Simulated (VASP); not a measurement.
Input of a VASP 6.6.1 run:

Contents of INCAR:

```
ALGO = Fast
EDIFF = 1E-7
EDIFFG = -0.01
ENCUT = 600
GGA = PS
IBRION = 2
ISIF = 4
ISMEAR = 1
LASPH = T
LCHARG = F
LREAL = F
LWAVE = F
NELM = 80
NSW = 40
PREC = Accurate
SIGMA = 0.1
```

Contents of KPOINTS:

```
k-points
0
Gamma
  9 9 12
```

The input POSCAR:

```
Zr                                      
1.0
    4.8675484499     -0.0000000000      0.0000000000
   -2.4337742249      4.2154206097     -0.0000000000
    0.0000000000     -0.0000000000      3.0531033642
  Zr            
     3
Direct
     0.6666666699999979    0.3333333300000021    0.5000000000000000
     0.3333333300000021    0.6666666699999979    0.5000000000000000
     0.0000000000000000    0.0000000000000000    0.0000000000000000
```

Potentials or basis: VASP PAW PBE potentials, release 64 (Zr_sv).

The run is started by

```bash
$ cat potpaw_PBE.64/Zr_sv/POTCAR > POTCAR
$ mpirun -np 1 vasp_std > vasp.out
```

Q: Estimate the band gap on the k mesh.

A: None (metal or under the smearing width).

Final structure:
```cif
data_structure
_symmetry_space_group_name_H-M 'P 1'
_symmetry_Int_Tables_number 1
_cell_length_a 4.8675
_cell_length_b 4.8675
_cell_length_c 3.0531
_cell_angle_alpha 90.000
_cell_angle_beta 90.000
_cell_angle_gamma 120.000
_cell_volume 62.65
loop_
_atom_site_label
_atom_site_type_symbol
_atom_site_fract_x
_atom_site_fract_y
_atom_site_fract_z
_atom_site_occupancy
Zr1 Zr 0.66667 0.33333 0.50000 1
Zr2 Zr 0.33333 0.66667 0.50000 1
Zr3 Zr 0.00000 0.00000 0.00000 1
```

Caveat: the relaxation stopped at its first step, so nothing moved.
